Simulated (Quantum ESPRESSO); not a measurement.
# MnO2: band structure with LDA

Crystal: MnO2.

```
Mn O
1.0
     2.85496    0.00000    0.00000
    -1.42748    2.47246    0.00000
     0.00000    0.00000   10.22174
Mn O
2 4
Cartesian
  0.0000 0.0000 5.1109
  0.0000 0.0000 0.0000
  1.4275 0.8242 4.1588
  1.4275 0.8242 0.9521
  0.0000 1.6483 6.0630
  0.0000 1.6483 9.2697
```

Measurements of this composition are mostly on another form, of space group No. 136.

```yaml
Program: Quantum ESPRESSO 7.5
Task: band structure
Functional: LDA
Potentials_or_basis: GBRV 1.5 LDA
Cutoff: 612 eV
Density_cutoff: 4898 eV
k_mesh: 11 × 11 × 3
Occupations: fermi-dirac, width 0.05 eV
Spin: collinear spin, ferromagnetic start
Starting_moments: "[4.0, 4.0, 0.0, 0.0, 0.0, 0.0] μB"
Form_of_the_LDA_correlation: PZ81
Mixing_beta: 0.3
Most_SCF_iterations: 120
SCF_threshold: 1.2e-09 Ry
```

- Pressure: -7.5 GPa
- Largest force: 0.536 eV/Å
- Band gap on the k mesh: 0.49 eV, indirect (least direct gap 0.52 eV)
- Band gap along the path: 0.49 eV, indirect (least direct gap 0.52 eV)
- Net moment: 6.00 μB per cell
- Absolute moment: 6.06 μB per cell
- Site moments: Mn +2.49; O +0.06 μB
- Valence electrons inside the program's atomic spheres: Mn 11.75; O 5.21

Forces in eV/Å, atoms in the order of the input:
```
Mn   0.000  0.000  0.000
Mn   0.000  0.000  0.000
O    0.000  0.000  0.536
O    0.000  0.000 -0.536
O    0.000  0.000 -0.536
O    0.000  0.000  0.536
```

Stress tensor (GPa, compression positive):
```
-8.60  0.00  0.00
 0.00 -8.60  0.00
 0.00  0.00 -5.44
```

Levels at the corners of the path, in eV from the valence-band top:
Spin up:
```tsv
point	band 26	band 27	band 28	band 29	band 30	band 31	band 32	band 33	band 34	band 35
Γ	-1.62	-1.59	-1.59	-0.27	-0.03	2.70	2.70	2.73	2.73	6.45
M	-1.71	-1.71	-1.70	-1.00	-0.93	1.91	2.09	2.54	2.57	10.50
K	-2.04	-0.77	-0.77	-0.65	-0.65	1.83	1.83	1.96	1.96	12.18
Γ	-1.62	-1.59	-1.59	-0.27	-0.03	2.70	2.70	2.73	2.73	6.45
A	-1.61	-1.61	-1.61	-0.13	-0.13	2.72	2.72	2.72	2.72	7.03
L	-1.72	-1.71	-1.71	-0.96	-0.96	2.00	2.00	2.55	2.55	10.99
H	-2.05	-0.76	-0.76	-0.66	-0.66	1.89	1.89	1.90	1.90	12.42
A	-1.61	-1.61	-1.61	-0.13	-0.13	2.72	2.72	2.72	2.72	7.03
L	-1.72	-1.71	-1.71	-0.96	-0.96	2.00	2.00	2.55	2.55	10.99
M	-1.71	-1.71	-1.70	-1.00	-0.93	1.91	2.09	2.54	2.57	10.50
K	-2.04	-0.77	-0.77	-0.65	-0.65	1.83	1.83	1.96	1.96	12.18
H	-2.05	-0.76	-0.76	-0.66	-0.66	1.89	1.89	1.90	1.90	12.42
```
Spin down:
| point | band 20 | band 21 | band 22 | band 23 | band 24 | band 25 | band 26 | band 27 | band 28 | band 29 |
| --- | --- | --- | --- | --- | --- | --- | --- | --- | --- | --- |
| Γ | -1.49 | -1.49 | -1.47 | -1.46 | -1.46 | 0.49 | 0.49 | 0.49 | 0.49 | 2.12 |
| M | -3.10 | -2.91 | -2.88 | -2.27 | -1.89 | 0.78 | 0.88 | 1.26 | 1.26 | 1.56 |
| K | -3.05 | -2.96 | -2.85 | -2.76 | -2.76 | 0.82 | 0.85 | 1.66 | 1.66 | 1.74 |
| Γ | -1.49 | -1.49 | -1.47 | -1.46 | -1.46 | 0.49 | 0.49 | 0.49 | 0.49 | 2.12 |
| A | -1.86 | -1.48 | -1.48 | -1.48 | -1.48 | 0.49 | 0.49 | 0.49 | 0.49 | 2.20 |
| L | -3.26 | -2.89 | -2.89 | -2.07 | -2.07 | 0.83 | 0.83 | 1.26 | 1.26 | 1.57 |
| H | -3.04 | -2.90 | -2.90 | -2.76 | -2.76 | 0.84 | 0.84 | 1.66 | 1.66 | 1.73 |
| A | -1.86 | -1.48 | -1.48 | -1.48 | -1.48 | 0.49 | 0.49 | 0.49 | 0.49 | 2.20 |
| L | -3.26 | -2.89 | -2.89 | -2.07 | -2.07 | 0.83 | 0.83 | 1.26 | 1.26 | 1.57 |
| M | -3.10 | -2.91 | -2.88 | -2.27 | -1.89 | 0.78 | 0.88 | 1.26 | 1.26 | 1.56 |
| K | -3.05 | -2.96 | -2.85 | -2.76 | -2.76 | 0.82 | 0.85 | 1.66 | 1.66 | 1.74 |
| H | -3.04 | -2.90 | -2.90 | -2.76 | -2.76 | 0.84 | 0.84 | 1.66 | 1.66 | 1.73 |

It took 2.6 min on 2 MPI ranks on Intel(R) Xeon(R) Platinum 8488C (Sapphire Rapids) (shared host), peak memory 0.44 GiB a rank.

Caveat: some levels on the path didn't converge; only a ferromagnetic start was run, and an antiferromagnetic order may lie lower in energy. Expect the measured gap to be larger: semilocal functionals such as LDA lack the derivative discontinuity.
